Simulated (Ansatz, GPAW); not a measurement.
# Work function of B/W(110) at several levels, part 3 of 3

How far do functional and basis move the work function of B/W(110)?

GPAW 26.7.0 and Ansatz 0.2.0; Ansatz plane waves; slab in vacuum with a dipole correction, relaxation; PAW set soft_1 (the session's first sound run).

So far, upper work function (eV): step 2 (relaxation, PBE) 5.15; step 5 (self-consistent run: xc = "vdW-DF2", GPAW, PAW setups, GPAW) 5.53; step 6 (self-consistent run: xc = "revPBE") 5.06; step 7 (real-space grid: mode = "fd", PBE, GPAW) 5.15; step 8 (atomic orbitals: mode = "lcao", PBE, GPAW) 5.07.

## Step 10: A second plane-wave code

A second program with its own datasets checks the number independently.

This step: Ansatz plane waves; slab in vacuum with a dipole correction; PAW set soft_1 (Ansatz 0.2.0).

input.yaml reads:

```yaml
crystal:
  lattice:
    - [2.2344574285, -1.58, 0.0]
    - [2.2344574285, 1.58, 0.0]
    - [0.0, 0.0, 22.7477059179]
  atoms:
    - { symbol: W, position: [0.0, 0.0, 0.3077233381] }
    - { symbol: W, position: [0.5, 0.5, 0.4059511523] }
    - { symbol: W, position: [0.0, 0.0, 0.5055857217] }
    - { symbol: W, position: [0.5, 0.5, 0.6048122926] }
    - { symbol: B, position: [0.0, 0.5, 0.6799328315] }
kpoints:
  mp_grid: { grid: [12, 12, 1] }
hamiltonian:
  xc: pbe
  pseudopotentials: { kind: paw, azcp: { folder: soft_1 } }
scf:
  occupations: { method: fermi_dirac, width: 0.1 }
efield:
  axis: 3
  dipole_correction: true
  ramp_width: 0.05
output:
  forces: true
  write_potential: true
  write_density: true
  volumetric_format: npy
  elf: true
```

On the command line:

```
ansatz run input.yaml --threads 4 --pin off --max-ram 8192MiB --backend cpu --events-out ev --progress --plain --runs-dir out
```

Numbers of over 12 decimals in the logs are rounded to 6 here.

The program printed:

```text
[...]
Crystal: 5 atoms, lattice volume = 160.619 Å³
Basis set: ecut = 420 eV, 3199 PW (Γ), exchange–correlation on 40×40×320 points (8 copies of the dense FFT grid, shifted against one another)
Bands: 36, of which v1, the nominal top of the filled ones, is band 30 counted from 1 (29 counted from 0)
Symmetry: 2 space group operations
[...]
k-points: 74 of 144
[...]
SCF iter   1: F=—  HF=-41696.917005 eV  |F-HF|=—  |Δ(HF+E_count)|=         —  Δρ=4.63e-2  dr2=1.56e1  ethr=3.10e-3  p=0.000 e·Å  D=1.46e-7 V/Å  ΔV_dip=-0.00 eV  dr2_dipole=8.25e-1  V_vac-E_F(+/−)=7.10/7.10 eV  ⟨swp⟩=8.8  Hψ=13507  notcnv=0
[...]
SCF iter  10: F=-41695.164334 eV  HF=-41695.164334 eV  |F-HF|=3.83e-8  |Δ(HF+E_count)|=   7.11e-7  Δρ=5.40e-6  dr2=9.34e-8  ethr=1.69e-10  p=-0.010 e·Å  D=-1.09e-2 V/Å  ΔV_dip=0.25 eV  dr2_dipole=2.61e-10  V_vac-E_F(+/−)=5.15/4.91 eV  ⟨swp⟩=12.4  Hψ=24616  notcnv=0
SCF 1 converged in 10 iterations: F = -41695.164334 eV  dr2 = 9.34e-8
[...]
SCF converged after 10 iterations
Free energy (F): -41695.164334 eV
[...]
Internal energy: -41695.041557 eV  (E = F + TS)
E sigma→0 (E₀):  -41695.102945 eV
Entropy (-TS):   -0.122777 eV (-24.555 meV/atom)
Fermi energy:    6.575442 eV
Dipole field:    D = -0.010845 V/Å  (p = -0.009626 e·Å, saw-weighted, corrected)
Work function:   Φ+ = 5.1528 eV   Φ− = 4.9061 eV
[...]
--- Forces (eV/Å), atoms counted from 1 ---
  atom   1  W      0.00000000     0.00000000     0.36134730
  atom   2  W      0.00000000     0.00000000    -0.34148867
  atom   3  W      0.00000000     0.00000000     0.00508821
  atom   4  W      0.00000000     0.00000000    -0.01118309
  atom   5  B      0.00000000     0.00000000    -0.01370647
  max |Σ_I F_I| component: 5.73e-5 eV/Å
--- Band table (eV; the first three rows and the last of 74) ---
  k-point 0: bands = [... 26 lower, 5.1921, 5.3924, 5.9330, 6.2630, 6.9554, 7.1001, 7.9925, 8.2098, ... 2 higher]
  k-point 1: bands = [... 26 lower, 5.0729, 5.4318, 5.9028, 6.2929, 6.6110, 7.2292, 7.7910, 8.0890, ... 2 higher]
  k-point 2: bands = [... 26 lower, 4.8451, 5.4047, 5.5937, 6.3476, 6.6375, 7.3296, 7.7485, 8.0084, ... 2 higher]
  k-point 73: bands = [... 26 lower, 5.4563, 6.8446, 7.2989, 7.5682, 7.7193, 8.2874, 8.3783, 9.9242, ... 2 higher]
```

Run time: 15 s. Hardware: 4 threads of Arm Neoverse V2, shared host; peak memory 0.62 GiB; 59 s of CPU time.

Reading the cycles: dr2 is the Hartree energy of the density residual (eV), the measure of convergence; HF is the Harris–Foulkes estimate of the energy, which meets the free energy F at convergence.

This step gave:

```
upper work function     : 5.153 eV
lower work function     : 4.906 eV
dipole along the normal : -0.009626 e·Å
dipole field            : -0.01085 V/Å
```

The electrostatic potential energy of an electron (with the applied field's), less the Fermi level, planar mean oscillates, so the rows of the table below give means over windows of 2.27 Å about each position, cut where the curve ends. Its maxima inside the range that stand out by 2 % of the span (Å: eV): 8.1: -2.74, 10.4: -2.57, 12.7: -2.56, 14.8: -3.56. Its minima: 7.0: -18.3, 9.2: -18.8, 11.5: -18.7, 13.8: -18.8, 15.5: -7.21.

Electrostatic potential energy of an electron (with the applied field's), less the Fermi level, planar mean against z; means over each step:

| z (Å) | electrostatic potential energy of an electron (with the applied field's), less the Fermi level, planar mean (eV) |
| --- | --- |
| 1.14 | 4.91 |
| 3.41 | 4.87 |
| 5.68 | -1.73 |
| 7.95 | -11.4 |
| 10.22 | -11.3 |
| 12.49 | -11.3 |
| 14.76 | -9.43 |
| 17.03 | 3.69 |
| 19.30 | 5.15 |
| 21.57 | 5.14 |

The valence density, planar mean oscillates, so the rows of the table below give means over windows of 2.27 Å about each position, cut where the curve ends. Its maxima inside the range that stand out by 2 % of the span (Å: e/Å³): 7.0: 1.54, 9.2: 1.53, 11.5: 1.53, 13.8: 1.53. Its minima: 8.1: 0.353, 10.4: 0.336, 12.7: 0.342.

The valence density, planar mean by z; means over each step:

z (Å), valence density, planar mean (e/Å³) and a bar:
```
     1.14       0.00 
     3.41       0.00 
     5.68       0.31 ##########
     7.95       0.90 ##############################
    10.22       0.88 #############################
    12.49       0.88 ##############################
    14.76       0.67 ######################
    17.03       0.05 ##
    19.30       0.00
```

Force by atom:

| atom | x (eV/Å) | y (eV/Å) | z (eV/Å) | size |
| --- | --- | --- | --- | --- |
| W1 | 0.000 | 0.000 | 0.361 | 0.361 |
| W2 | 0.000 | 0.000 | -0.341 | 0.341 |
| W3 | 0.000 | 0.000 | 0.005 | 0.005 |
| W4 | 0.000 | 0.000 | -0.011 | 0.011 |
| B5 | 0.000 | 0.000 | -0.014 | 0.014 |

Electrostatic potential energy in the ca plane at fractional y = 0.500, with atoms of W and B within 0.2 Å of it. With pseudopotentials it is smooth inside the atoms' cores, unlike the true potential.

Ten even steps from '0' (-38 eV) to '9' (12 eV), each cell a mean:
```
88889876788888889876677301589999999999999999
88888632368888888742247645899999999999999999
88887300027888888510015788999999999999999999
99987200016898998400004899999999999999999999
98987200026888898500004889999999999999999999
88888510147888888731026767899999999999999999
88888765578888888865567412699999999999999999
88889887889988889987787200489999999999999999
```
Columns run along c (16.0 Å, from fractional 0.29 to 0.99 of the cell; values clipped at the 3rd and 97th percentile), rows up along a (2.7 Å). Atoms in or near the plane, at fractional coordinates: W at (0.41, 0.50), W at (0.60, 0.50), B at (0.68, 0.00).

ELF in the ca plane at fractional y = 0.500, with atoms of W and B within 0.2 Å of it. It is the smooth field of the valence electrons, not physical close to the nuclei.

Values, 5 rows by 16 columns, each cell a mean:
```
0.38 0.39 0.34 0.34 0.40 0.39 0.33 0.36 0.59 0.65 0.57 0.07 0.00 0.00 0.00 0.00
0.37 0.35 0.57 0.42 0.40 0.39 0.43 0.58 0.53 0.73 0.28 0.02 0.00 0.00 0.00 0.00
0.39 0.37 0.45 0.48 0.41 0.41 0.47 0.44 0.44 0.59 0.16 0.01 0.00 0.00 0.00 0.00
0.36 0.34 0.54 0.36 0.39 0.38 0.37 0.54 0.60 0.78 0.40 0.03 0.00 0.00 0.00 0.00
0.39 0.42 0.33 0.39 0.41 0.40 0.37 0.36 0.53 0.54 0.62 0.08 0.00 0.00 0.00 0.00
```
Columns run along c (16.0 Å, from fractional 0.29 to 0.99 of the cell), rows up along a (2.7 Å). Atoms in or near the plane, at fractional coordinates: W at (0.41, 0.50), W at (0.60, 0.50), B at (0.68, 0.00).

Valence density in the ca plane at fractional y = 0.500, with atoms of W and B within 0.2 Å of it. It is the smooth field of the valence electrons, not physical close to the nuclei.

Values in e/Å³, 5 rows by 16 columns, each cell a mean:
```
0.4 0.3 0.8 0.4 0.3 0.3 0.4 0.8 0.7 0.4 0.0 0.0 0.0 0.0 0.0 0.0
0.3 0.4 3.7 1.7 0.3 0.3 1.6 3.9 0.6 0.2 0.0 0.0 0.0 0.0 0.0 0.0
0.3 0.5 4.9 2.5 0.3 0.3 2.3 5.0 0.6 0.2 0.0 0.0 0.0 0.0 0.0 0.0
0.3 0.4 2.5 1.1 0.3 0.3 1.0 2.6 0.6 0.3 0.0 0.0 0.0 0.0 0.0 0.0
0.4 0.3 0.5 0.3 0.3 0.3 0.3 0.5 0.7 0.4 0.1 0.0 0.0 0.0 0.0 0.0
```
Columns run along c (16.0 Å, from fractional 0.29 to 0.99 of the cell), rows up along a (2.7 Å). Atoms in or near the plane, at fractional coordinates: W at (0.41, 0.50), W at (0.60, 0.50), B at (0.68, 0.00).

The upper face's work function is 5.153 eV, against 5.152 eV in the first plane-wave PBE run at this geometry.

## Step 11: Side by side

Results and costs are gathered.

This step: comparison of work functions, dipole and cost; PAW set soft_1 (GPAW 26.7.0).

Ladder, by row:

| step | code | work function, upper (eV) | work function, lower (eV) | dipole (e Å) | wall time (s) | peak memory (GiB) | threads |
| --- | --- | --- | --- | --- | --- | --- | --- |
| pw | GPAW | 5.152 | 4.908 | -0.00938 | 470.4 | 0.52 | 1 |
| optPBE-vdW | GPAW | 5.358 | 5.065 | -0.01129 | 511.1 | 0.67 | 1 |
| vdW-DF2 | GPAW | 5.529 | 5.129 | -0.01548 | 1062 | 0.67 | 1 |
| revPBE | GPAW | 5.063 | 4.797 | -0.01022 | 452.5 | 0.52 | 1 |
| fd | GPAW | 5.153 | 4.908 | -0.009526 | 2124 | 2.99 | 1 |
| lcao | GPAW | 5.068 | 4.924 | -0.005622 | 3645 | 0.56 | 1 |
| ansatz | Ansatz | 5.153 | 4.906 | -0.009626 | 14.92 | 0.625 | 4 |

## Step 12: A changed run

One more run, with changed settings.

This step: GPAW, PAW setups; slab in vacuum (GPAW 26.7.0).

run.py reads:

```python
import json
import numpy as np
from ase import Atoms
from gpaw import GPAW, PW

slab = Atoms(
    ['W', 'W', 'W', 'W', 'B'],
    positions=[
        [0.00000, 0.00000, 7.00000],
        [2.23446, 0.00000, 9.23446],
        [0.00000, 0.00000, 11.50092],
        [2.23446, 0.00000, 13.75809],
        [1.11723, 0.79000, 15.46691]],
    cell=[[2.23446, -1.58, 0.0], [2.23446, 1.58, 0.0], [0.0, 0.0, 22.74771]],
    pbc=[True, True, True])

slab.calc = GPAW(mode=PW(500), xc='PBE', kpts={'size': (12, 12, 1), 'gamma': True},
                 occupations={'name': 'fermi-dirac', 'width': 0.1}, nbands='200%',
                 convergence={'density': 1e-05}, maxiter=75,
                 poissonsolver={'dipolelayer': 'xy'},
                 symmetry={'tolerance': 1e-3}, txt='slab.txt')
result = {}
energy = slab.get_potential_energy()
fermi = slab.calc.get_fermi_level()
v = slab.calc.get_electrostatic_potential().mean((0, 1)) - fermi
n = slab.calc.get_pseudo_density().mean((0, 1))
L = slab.cell[2, 2]
z = np.arange(len(v)) * L / len(v)
low, high = slab.positions[:, 2].min(), slab.positions[:, 2].max()
below, above = np.interp([low - 4.8, high + 4.8], z, v)
slopes = [np.interp(x, z, np.gradient(v, z)) for x in (low - 4.8, high + 4.8)]
eps = np.array([[slab.calc.get_eigenvalues(k, s) for k in range(len(slab.calc.get_ibz_k_points()))]
                for s in range(slab.calc.get_number_of_spins())]) - fermi
top, bottom = eps[eps < 0].max(), eps[eps > 0].min()
dipole = slab.get_dipole_moment()[2]
print(f'energy {energy:.4f} eV, Fermi level {fermi:.4f} eV, dipole {dipole:.5f} e A')
print(f'potential 4.8 A off the faces, from the Fermi level: lower {below:.4f} eV, upper {above:.4f} eV')
print(f'slope of the potential there: lower {slopes[0]:.5f}, upper {slopes[1]:.5f} eV/A')
print(f'nearest levels on the mesh: {top:.4f} and {bottom:.4f} eV')
print('magnetic moment', round(slab.get_magnetic_moment(), 3))
result.update(energy=energy, fermi=fermi, dipole=dipole, below=below, above=above, slopes=slopes, edges=[top, bottom],
              z=z.tolist(), v=v.tolist(), n=n.tolist(), positions=slab.positions.tolist(),
              forces=slab.get_forces(apply_constraint=False).tolist(), moments=slab.get_magnetic_moments().tolist())
json.dump(result, open('result.json', 'w'))
```

On the command line:

```
OMP_NUM_THREADS=1 OPENBLAS_NUM_THREADS=1 python run.py
```

The program printed:

```text
AssertionError
```

Run time: 0.75 s. Hardware: 1 thread; peak memory 0.15 GiB.

The input was rejected at the start.

The fault put into the input: a dipole layer in a cell that repeats along the normal (pbc_z = true).

## Step 13: Summary of results

```json
{"work function, upper and lower face": "5.152 and 4.908 eV", "dipole along the normal": "-0.00938 e Å"}
```

In words: With plane waves and PBE the work function is 5.15 eV on the upper face and 4.91 eV on the lower. The two faces differ by 0.24 eV, the step that the slab's dipole makes (e p/(ε0 A) gives 0.24 eV), so the dipole layer is needed. Over the sound runs of the table the upper face's work function spans 5.063 (revPBE) to 5.529 eV (vdW-DF2). The two plane-wave codes differ by 5.9e-4 eV on the upper face. The cell of 7.06 Å² holds one B, started on one chosen site; other sites and coverages weren't tried. The in-plane lattice was kept as typed, which isn't the functional's own and leaves some strain; spin-orbit coupling and temperature are left out.

[Logs are printed without paths, hosts, clocks, repeated set-up lines and the standing remarks that a program may print on its own settings, such as how far it seeks lower states.]

[Hosts, paths, dates, database ids (printed as entryN), source tags and the programs' standing remarks are cut or masked in the printed files.]
